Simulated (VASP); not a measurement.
# TiSe (P6_3/mmc) in VASP: single point with r2SCAN

Aim: the single point of TiSe with r2SCAN.

Program: VASP 6.6.1. These are calculated values, not measurements. Logs are shortened: lines on timing, memory, paths and dates and some standing lists are left out, and cuts for length are marked.

### Step 1. The crystal as given

It takes space group P6_3/mmc (No. 194, hexagonal). Conventional cell: a = 3.559 Å, b = 3.559 Å, c = 6.220 Å, α = 90.00°, β = 90.00°, γ = 120.00°. Ti (site symmetry -3m) has 6 Se at 2.58 Å as nearest neighbours. Around Se (site symmetry -6m2) lie 6 Ti at 2.58 Å.

### Step 2. Single point, r2SCAN, collinear spin, typed start

Contents of POSCAR:

```
TiSe
1.0
    3.5589980895      0.0000000000      0.0000000000
   -1.7794990448      3.0821827575      0.0000000000
    0.0000000000      0.0000000000      6.2200000000
Ti Se
2 2
Direct
    0.0000000000      0.0000000000      0.0000000000
    0.0000000000      0.0000000000      0.5000000000
    0.3333333333      0.6666666667      0.2500000000
    0.6666666667      0.3333333333      0.7500000000
```

Contents of INCAR.step1:

```
SYSTEM = TiSe
PREC = Accurate
ENCUT = 520
ISMEAR = 0
SIGMA = 0.1
LREAL = .False.
LASPH = .True.
NELM = 150
ISPIN = 2
MAGMOM = 1 1 0 0
LMAXMIX = 4
NBANDS = 30
GGA = PE
ALGO = Normal
EDIFF = 1E-4
LWAVE = .True.
LCHARG = .False.
```

Contents of INCAR.step2:

```
SYSTEM = TiSe
PREC = Accurate
ENCUT = 520
EDIFF = 1E-6
ISMEAR = 0
SIGMA = 0.1
LREAL = .False.
LASPH = .True.
NELM = 150
ALGO = Normal
ISIF = 2
LWAVE = .False.
LCHARG = .False.
ISPIN = 2
MAGMOM = 1 1 0 0
LORBIT = 11
LMAXMIX = 4
METAGGA = R2SCAN
LMIXTAU = .True.
NBANDS = 30
ISTART = 1
```

Contents of KPOINTS:

```
Automatic mesh
0
Gamma
  6 6 4
  0 0 0
```

Potentials or basis: VASP PAW PBE potentials, release 64 (Ti_sv, Se).

Launch:

```
cat potpaw_PBE.64/Ti_sv/POTCAR potpaw_PBE.64/Se/POTCAR > POTCAR
cp INCAR.step1 INCAR
mpirun -np 1 vasp_std > vasp.out
cp INCAR.step2 INCAR
mpirun -np 1 vasp_std > vasp.out
```

OUTCAR:

```text
SYSTEM = TiSe
   PREC = Accurate
   ENCUT = 520
   EDIFF = 1E-6
   ISMEAR = 0
   LREAL = .False.
   LASPH = .True.
   NELM = 150
   ISIF = 2
   ISPIN = 2
   LORBIT = 11
   METAGGA = R2SCAN
   ISTART = 1

 ion  position               nearest neighbor table
   1  0.000  0.000  0.000-   3 2.58   4 2.58   4 2.58   3 2.58   4 2.58   3 2.58
   2  0.000  0.000  0.500-   3 2.58   4 2.58   4 2.58   3 2.58   4 2.58   3 2.58
   3  0.333  0.667  0.250-   1 2.58   2 2.58   1 2.58   2 2.58   1 2.58   2 2.58
   4  0.667  0.333  0.750-   1 2.58   2 2.58   1 2.58   2 2.58   1 2.58   2 2.58

  LATTYP: Found a hexagonal cell.
 ALAT       =     3.5589980895
 C/A-ratio  =     1.7476828713

  Lattice vectors:

 A1 = (   3.5589980895,   0.0000000000,   0.0000000000)
 A2 = (  -1.7794990448,   3.0821827575,   0.0000000000)
 A3 = (   0.0000000000,   0.0000000000,   6.2200000000)

Analysis of symmetry for initial positions (statically):
=====================================================================
 Subroutine PRICEL returns:
 Original cell was already a primitive cell.

 Routine SETGRP: Setting up the symmetry group for a
 hexagonal supercell.

 Subroutine GETGRP returns: Found 24 space group operations
 (whereof 12 operations were pure point group operations)
 out of a pool of 24 trial point group operations.

The static configuration has the point symmetry D_3d.
 The point group associated with its full space group is D_6h.

Analysis of symmetry for dynamics (positions and initial velocities):
=====================================================================
 Subroutine PRICEL returns:
 Original cell was already a primitive cell.

 Routine SETGRP: Setting up the symmetry group for a
 hexagonal supercell.

 Subroutine GETGRP returns: Found 24 space group operations
 (whereof 12 operations were pure point group operations)
 out of a pool of 24 trial point group operations.

The dynamic configuration has the point symmetry D_3d.
 The point group associated with its full space group is D_6h.

Analysis of structural, dynamic, and magnetic symmetry:
=====================================================================
 Subroutine PRICEL returns:
 Original cell was already a primitive cell.

 Routine SETGRP: Setting up the symmetry group for a
 hexagonal supercell.

 Subroutine GETGRP returns: Found 24 space group operations
 (whereof 12 operations were pure point group operations)
 out of a pool of 24 trial point group operations.

The overall configuration has the point symmetry D_3d.
 The point group associated with its full space group is D_6h.

 Subroutine INISYM returns: Found 24 space group operations
 (whereof 12 operations are pure point group operations),
 and found     1 'primitive' translations

----------------------------------------------------------------------------------------

                                     Primitive cell

  volume of cell :      68.2302

  direct lattice vectors                    reciprocal lattice vectors
     3.558998090  0.000000000  0.000000000     0.280977954  0.162222697  0.000000000
    -1.779499045  3.082182758  0.000000000     0.000000000  0.324445394  0.000000000
     0.000000000  0.000000000  6.220000000     0.000000000  0.000000000  0.160771704

  length of vectors
     3.558998090  3.558998090  6.220000000     0.324445394  0.324445394  0.160771704

  position of ions in fractional coordinates (direct lattice)
     0.000000000  0.000000000  0.000000000
     0.000000000  0.000000000  0.500000000
     0.333333333  0.666666667  0.250000000
     0.666666667  0.333333333  0.750000000

  ion indices of the primitive-cell ions
   primitive index   ion index
                 1           1
                 2           2
                 3           3
                 4           4

----------------------------------------------------------------------------------------

 KPOINTS: Automatic mesh

Automatic generation of k-mesh.
 Grid dimensions read from file:
 generate k-points for:    6    6    4

 Generating k-lattice:

  Cartesian coordinates                     Fractional coordinates (reciprocal lattice)
     0.046829659  0.027037116  0.000000000     0.166666667  0.000000000  0.000000000
     0.000000000  0.054074232  0.000000000     0.000000000  0.166666667  0.000000000
     0.000000000  0.000000000  0.040192926     0.000000000  0.000000000  0.250000000

  Length of vectors
     0.054074232  0.054074232  0.040192926

  Shift w.r.t. Gamma in fractional coordinates (k-lattice)
     0.000000000  0.000000000  0.000000000

 Subroutine IBZKPT returns following result:
 ===========================================

 Found     21 irreducible k-points:

 Following reciprocal coordinates:
            Coordinates               Weight
  0.000000  0.000000  0.000000      1.000000
  0.166667 -0.000000  0.000000      6.000000
  0.333333  0.000000  0.000000      6.000000
  0.500000  0.000000  0.000000      3.000000
  0.166667  0.166667  0.000000      6.000000
  0.333333  0.166667  0.000000     12.000000
[... 13 lines left out ...]
  0.333333  0.166667  0.500000     12.000000
  0.333333  0.333333  0.500000      2.000000
   k-points           NKPTS =     21   k-points in BZ     NKDIM =     21   number of bands    NBANDS=     30
   number of dos      NEDOS =    301   number of ions     NIONS =      4
   total plane-waves  NPLWV =  37632
   dimension x,y,z NGX =    28 NGY =   28 NGZ =   48
   dimension x,y,z NGXF=    56 NGYF=   56 NGZF=   96
   ions per type =               2   2
   NGX,Y,Z   is equivalent  to a cutoff of  13.08, 13.08, 12.83 a.u.
   NGXF,Y,Z  is equivalent  to a cutoff of  26.16, 26.16, 25.66 a.u.
 SYSTEM =  TiSe
   PREC   = accura    normal or accurate (medium, high low for compatibility)
   ISTART =      1    job   : 0-new  1-cont  2-samecut
   ICHARG =      0    charge: 1-file 2-atom 10-const
   ISPIN  =      2    spin polarized calculation?
   LNONCOLLINEAR =      F non collinear calculations
   LSORBIT =      F    spin-orbit coupling
   LASPH  =      T    aspherical Exc in radial PAW
   ENCUT  =  520.0 eV  38.22 Ry    6.18 a.u.   6.62  6.62 11.57*2*pi/ulx,y,z
   NELM   =    150;   NELMIN=  2; NELMDL=  0     # of ELM steps
   EDIFF  = 0.1E-05   stopping-criterion for ELM
   LREAL  =      F    real-space projection
   EDIFFG = 0.1E-04   stopping-criterion for IOM
   NSW    =      0    number of steps for IOM
   IBRION =     -1    ionic relax: 0-MD 1-quasi-New 2-CG
   NFREE  =      0    steps in history (QN), initial steepest desc. (CG)
   ISIF   =      2    stress and relaxation
   ISYM   =      2    0-nonsym 1-usesym 2-fastsym
   POTIM  = 0.5000    time-step for ionic-motion
   TEBEG  =    0.0;   TEEND  =   0.0 temperature during run
   PSTRESS=    0.0 pullay stress
   NELECT =      36.0000    total number of electrons
   NUPDOWN=      -1.0000    fix difference up-down
   EMIN   =  10.00;   EMAX   =-10.00  energy-range for DOS
   EFERMI =   0.00;   METHOD = LEGACY
   ISMEAR =     0;   SIGMA  =   0.10  broadening in eV -4-tet -1-fermi 0-gaus
   EFERMI_NEDOS =   21; number of points for ismear=-14 and -15
   IALGO  =     38    algorithm
   IMIX   =      4    mixing-type and parameters
     AMIX     =   0.40;   BMIX     =  1.00
     AMIX_MAG =   1.60;   BMIX_MAG =  1.00
  volume/ion in A,a.u.               =      17.06       115.11
  Fermi-wavevector in a.u.,A,eV,Ry     =   1.322869  2.499860 23.809954  1.749982
  Thomas-Fermi vector in A             =   2.452519
   LORBIT       =     11    0 simple, 1 ext, 2 COOP (PROOUT), +10 PAW based schemes
   METAGGA = R2SCAN    functional components
   LHFCALC =     F    Hartree Fock is set to
   AEXX    =    0.0000 exact exchange contribution
   IVDW    =     0    specifies the selected vdW correction
   LEPSILON=     F    determine dielectric tensor
   LRPA    =     F    only Hartree local field effects (RPA)
 spin polarized calculation
 Gauss-broadening in eV      SIGMA  =   0.10
  energy-cutoff  :      520.00
  volume of cell :       68.23
 maximum number of plane-waves:      1865
 NGX is ok and might be reduce to    28
   NGX = 13   NGY = 13   NGZ = 23

 number of electron      35.9999994 magnetization       1.7271499

 Free energy of the ion-electron system (eV)
  ---------------------------------------------------
  ext. energy  EPLUGINS =         0.00000000
  ---------------------------------------------------
  free energy    TOTEN  =       -59.27053797 eV

  energy without entropy =      -59.25333524  energy(sigma->0) =      -59.26193660

 E-fermi :   9.0741     XC(G=0): -11.9431

 val. band max:        9.0719206798   @ k =   0.1667   0.1667   0.2500
 cond. band min:       9.0840079437   @ k =   0.3333   0.1667   0.2500
 fundamental gap:      0.0120872640
 Fermi energy:         9.0740919132

 spin component 1

 k-point     1 :       0.0000    0.0000    0.0000
  band No.  band energies     occupation
      1     -51.1703      1.00000
      2     -51.1494      1.00000
      3     -26.4884      1.00000
      4     -26.4884      1.00000
      5     -26.4746      1.00000
      6     -26.4634      1.00000
[... 682 lines left out ...]
     29      15.6165      0.00000
     30      15.6165      0.00000
 Fermi energy:         9.0740919132

 spin component 2

 k-point     1 :       0.0000    0.0000    0.0000
  band No.  band energies     occupation
      1     -50.3185      1.00000
      2     -50.2963      1.00000
      3     -25.7912      1.00000
      4     -25.5407      1.00000
      5     -25.5361      1.00000
      6     -25.5361      1.00000
[... 682 lines left out ...]
     29      16.0934      0.00000
     30      16.0934      0.00000

------------------------ aborting loop because EDIFF is reached ----------------------------------------

  FORCE on cell =-STRESS in cart. coord.  units (eV):
  Direction    XX          YY          ZZ          XY          YZ          ZX
  --------------------------------------------------------------------------------------
  -------------------------------------------------------------------------------------
  Total        2.0392721      2.0392721      4.3691824     -0.0000000      0.0000000      0.0000000
  in kB       47.8860745     47.8860745    102.5968972     -0.0000000      0.0000000      0.0000000
  external PRESSURE =      66.1230154 kB  Pullay stress =       0.0000000 kB

 VOLUME and BASIS-vectors are now :
 -----------------------------------------------------------------------------
  energy-cutoff  :      520.00
  volume of cell :       68.23
      direct lattice vectors                 reciprocal lattice vectors
     3.558998090  0.000000000  0.000000000     0.280977954  0.162222697  0.000000000
    -1.779499045  3.082182758  0.000000000     0.000000000  0.324445394  0.000000000
     0.000000000  0.000000000  6.220000000     0.000000000  0.000000000  0.160771704

 POSITION                                       TOTAL-FORCE (eV/Angst)
 -----------------------------------------------------------------------------------
      0.00000      0.00000      0.00000        -0.000000      0.000000      0.000000
      0.00000      0.00000      3.11000        -0.000000      0.000000      0.000000
     -0.00000      2.05479      1.55500        -0.000000      0.000000     -0.000000
      1.77950      1.02739      4.66500         0.000000     -0.000000      0.000000
 -----------------------------------------------------------------------------------
    total drift:                               -0.000000      0.000000      0.000000

  FREE ENERGIE OF THE ION-ELECTRON SYSTEM (eV)
  ---------------------------------------------------
  free  energy   TOTEN  =       -59.2705379694 eV

  energy  without entropy=      -59.2533352400  energy(sigma->0) =      -59.26193660

 total charge

# of ion       s       p       d       tot
------------------------------------------
    1        2.138   6.114   2.029  10.281
    2        2.138   6.114   2.029  10.281
    3        1.426   2.559   0.083   4.067
    4        1.426   2.559   0.083   4.067
--------------------------------------------------
tot          7.129  17.346   4.222  28.696

 magnetization (x)

# of ion       s       p       d       tot
------------------------------------------
    1        0.009   0.008   0.685   0.702
    2        0.009   0.008   0.685   0.702
    3       -0.003  -0.029   0.018  -0.013
    4       -0.003  -0.029   0.018  -0.013
--------------------------------------------------
tot          0.013  -0.041   1.406   1.379
```

It took 6.2 min on 1 thread of Intel Xeon Platinum 8488C (Sapphire Rapids), shared host; peak memory 0.26 GiB.

Results:

- Free energy: -59.2705 eV
- Pressure: 6.6 GPa
- Band gap on the k mesh: none (metal or under the smearing width)
- Net moment: 1.73 μB per cell
- Site moments: Ti +0.70; Se -0.01 μB
- Valence electrons inside the program's atomic spheres: Ti 10.28; Se 4.07

Stress tensor (GPa, compression positive):
```
 4.79  0.00  0.00
 0.00  4.79  0.00
 0.00  0.00 10.26
```

Levels at points of the mesh, in eV from the Fermi level:
Spin up:
| k point | band 16 | band 17 | band 18 | band 19 | band 20 | band 21 |
| --- | --- | --- | --- | --- | --- | --- |
| (0.00, 0.00, 0.00) | -2.11 | -2.11 | -1.14 | -1.14 | -0.80 | -0.80 |
| (0.50, 0.00, 0.00) | -3.91 | -2.43 | -0.90 | 0.37 | 0.53 | 0.84 |
| (0.00, 0.00, 0.50) | -3.87 | -0.60 | -0.60 | -0.60 | -0.60 | -0.05 |
| (0.50, 0.00, 0.50) | -4.54 | -1.54 | -1.54 | 0.66 | 0.66 | 1.17 |
Spin down:
```csv
k point,band 15,band 16,band 17,band 18,band 19,band 20
"(0.00, 0.00, 0.00)",-2.10,-2.10,-1.89,-0.13,-0.12,0.12
"(0.50, 0.00, 0.00)",-4.79,-3.84,-1.87,0.28,1.03,1.68
"(0.00, 0.00, 0.50)",-3.72,-3.72,0.20,0.20,0.73,0.73
"(0.50, 0.00, 0.50)",-4.36,-4.36,-0.74,-0.74,1.78,1.78
```

Caveat: the PAW data sets were made with another functional, which shifts forces and pressure a little.
